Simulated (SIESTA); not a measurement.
# Cr (P6_3/mmc) in SIESTA: reference runs, part 2 of 2

SIESTA 5.4.2. The steps go on from the part before.

## Step 3: Single point, PBE, collinear spin, ferromagnetic start (atoms moved at random, drawn with an rms of 0.05 Å)

Input file Cr.fdf:

```
SystemName                      Chromium
SystemLabel                     Cr
NumberOfSpecies                 1
NumberOfAtoms                   2
%block ChemicalSpeciesLabel
  1  24 Cr
%endblock ChemicalSpeciesLabel

LatticeConstant                 1.0 Ang
%block LatticeVectors
     2.7140000000     0.0000000000     0.0000000000
    -1.3570000000     2.3503929459     0.0000000000
     0.0000000000     0.0000000000     4.4100000000
%endblock LatticeVectors
AtomicCoordinatesFormat         Fractional
%block AtomicCoordinatesAndAtomicSpecies
     0.6779190000     0.3340110000     0.7440990000  1  Cr
     0.3302660000     0.6601540000     0.2546310000  1  Cr
%endblock AtomicCoordinatesAndAtomicSpecies

%block kgrid.MonkhorstPack
   11   0   0  0.0
    0  11   0  0.0
    0   0   6  0.0
%endblock kgrid.MonkhorstPack
XC.Functional                   GGA
XC.Authors                      PBE
PAO.BasisSize                   DZP
PAO.EnergyShift                 0.002 Ry
Mesh.Cutoff                     800 Ry
Spin                            polarized
%block DM.InitSpin
    1   3.000
    2   3.000
%endblock DM.InitSpin
OccupationFunction              FD
ElectronicTemperature           0.05 eV
MaxSCFIterations                200
SCF.MustConverge                false
SCF.Mixer.Method                Pulay
SCF.Mixer.Weight                0.1
SCF.Mixer.History               10
SCF.DM.Tolerance                5.0e-05
SCF.H.Tolerance                 1.0e-03 eV
WriteForces                     true
Charge.Mulliken                 end
```

Potentials or basis: PseudoDojo 0.4 standard (PBE files), DZP (energy shift 0.002 Ry).

Run with:

```
> siesta Cr.fdf > Cr.out 2>&1
```

Cr.out:

```text
Version         : 5.4.2

                           ***********************
                           *  WELCOME TO SIESTA  *
                           ***********************

 NOTE: Siesta V5 introduces some new defaults for basis-set generation
 NOTE: which might lead to slightly different numerical results.
 NOTE: Please see the manual for full details and compatibility measures.

reinit: Reading from file Cr.fdf

reinit: -----------------------------------------------------------------------
reinit: System Name: Chromium
reinit: -----------------------------------------------------------------------
reinit: System Label: Cr
reinit: -----------------------------------------------------------------------

NOTE on units for spin output:
{S} is the spin magnetic moment, in units of the Bohr magneton,
assuming a g-factor for the electron spin of exactly 2.
The spin magnetic moment is then numerically equal to the charge inbalance,
in units of electrons, between the spin-up and -down channels.

initatom: Reading input for the pseudopotentials and atomic orbitals ----------
Species number:   1 Atomic number:   24 Label: Cr

Ground state valence configuration (from tables):   4s01  4p00  3d05  4f00

---- Processing specs for species: Cr
Reading pseudopotential information in PSML from:
  Cr.psml
PSML file version: 1.1
Using libxc ids:  101 130
GGA--PBE XC_GGA_X_PBE--XC_GGA_C_PBE pb
Semicore shell(s) with  8 electrons included in the valence for Cr

---- Pseudopotential check for Cr

Pseudized shells:
3s( 2.00) rc: 1.30
3p( 6.00) rc: 1.30
3d( 5.00) rc: 1.70
Valence configuration for ps generation: 3s:3p:3d:4s: Total charge:  14.000000
Semicore shell(s): 3s 3p
Fallback to non-perturbative polarization scheme for Cr
Please see the manual if this is not desired in principle
[... 511 lines left out ...]
siesta: ----------------------------------------
siesta:    Tot   -0.000336    0.000083   -0.000398

siesta: Stress tensor (static) (eV/Ang**3):
siesta:     0.164467   -0.002749    0.000033
siesta:    -0.002749    0.167711    0.000011
siesta:     0.000033    0.000011    0.154726

siesta: Cell volume =         28.131242 Ang**3

siesta: Pressure (static):
siesta:                Solid            Molecule  Units
siesta:          -0.00176768         -0.00179334  Ry/Bohr**3
siesta:          -0.16230114         -0.16465663  eV/Ang**3
siesta:        -260.03509047       -263.80900933  kBar

Basis Enthalpy Calculation:
    Basis Pressure for species 1(Cr) :      0.2000000 GPa

    Orbital volume contribution        =           3.372570 eV
    (Free)E + p_basis*V_orbitals       =       -4838.474870 eV
    (Free)Eharris+ p_basis*V_orbitals  =       -4838.474870 eV

mulliken: Atomic and Orbital Populations:

mulliken: Spin UP

Species: Cr
Atom  Qatom  Qorb
               3s      4s      4s      3py     3pz     3px     4py     4pz
               4px     3dxy    3dyz    3dz2    3dxz    3dx2-y2 3dxy    3dyz
               3dz2    3dxz    3dx2-y2
   1  7.566   0.948   0.033   0.103   0.973   0.975   0.973   0.175   0.168
              0.175   0.627   0.598   0.624   0.601   0.627  -0.013   0.006

             -0.019   0.005  -0.013
   2  7.566   0.948   0.033   0.103   0.973   0.975   0.973   0.175   0.168
              0.175   0.627   0.598   0.624   0.601   0.627  -0.013   0.006

             -0.019   0.005  -0.013

mulliken: Qtot =       15.133

mulliken: Spin DOWN

Species: Cr
Atom  Qatom  Qorb
               3s      4s      4s      3py     3pz     3px     4py     4pz
               4px     3dxy    3dyz    3dz2    3dxz    3dx2-y2 3dxy    3dyz
               3dz2    3dxz    3dx2-y2
   1  6.434   0.941  -0.016   0.133   0.973   0.974   0.973   0.172   0.166
              0.172   0.417   0.358   0.512   0.366   0.419  -0.029  -0.016

             -0.038  -0.016  -0.029
   2  6.434   0.941  -0.016   0.133   0.973   0.974   0.973   0.172   0.166
              0.172   0.417   0.358   0.512   0.366   0.419  -0.029  -0.016

             -0.038  -0.016  -0.029

mulliken: Qtot =       12.867

Mulliken Atomic Populations:
Atom #   charge [q] valence [e]      Sz [e]  Species
     1    -0.000002   14.000002    1.132665  Cr
     2     0.000002   13.999998    1.132657  Cr
 Total    -0.000000                2.265322

Job completed
```

Wall time 6.7 min (1 thread of Arm Neoverse V1, shared host); peak memory 0.35 GiB.

Results:

* Free energy: -4841.8474 eV
* Pressure: -26.0 GPa
* Largest force: 0.087 eV/Å
* Band gap on the k mesh: none (metal or under the smearing width)
* Net moment: 2.27 μB per cell
* Site moments: Cr +1.13 μB

Forces in eV/Å, atoms in the order of the input:
```
Cr   0.017  0.010  0.084
Cr  -0.017 -0.010 -0.085
```

Stress tensor (GPa, compression positive):
```
-26.35   0.44  -0.01
  0.44 -26.87   0.00
 -0.01   0.00 -24.79
```

Levels at points of the mesh, in eV from the Fermi level:
Spin up:
```
           k point  band 12  band 13  band 14  band 15  band 16  band 17  band 18  band 19
(0.00, 0.00, 0.00)    -0.82    -0.79    -0.50    -0.47    -0.07     0.02     0.40     1.14
(0.00, 0.00, 0.50)    -1.11    -0.92    -0.91    -0.90    -0.89     0.80     0.83     0.88
```
Spin down:
| k point | band 11 | band 12 | band 13 | band 14 | band 15 | band 16 |
| --- | --- | --- | --- | --- | --- | --- |
| (0.00, 0.00, 0.00) | 0.04 | 0.16 | 0.18 | 0.54 | 0.58 | 0.75 |
| (0.00, 0.00, 0.50) | -0.63 | -0.35 | 0.09 | 0.11 | 0.12 | 0.15 |

Caveat: semicore shells carry a single zeta, which can move pressures by several GPa and volumes by a few percent; the basis of atomic orbitals isn't converged, which shifts pressures, moduli and gaps.
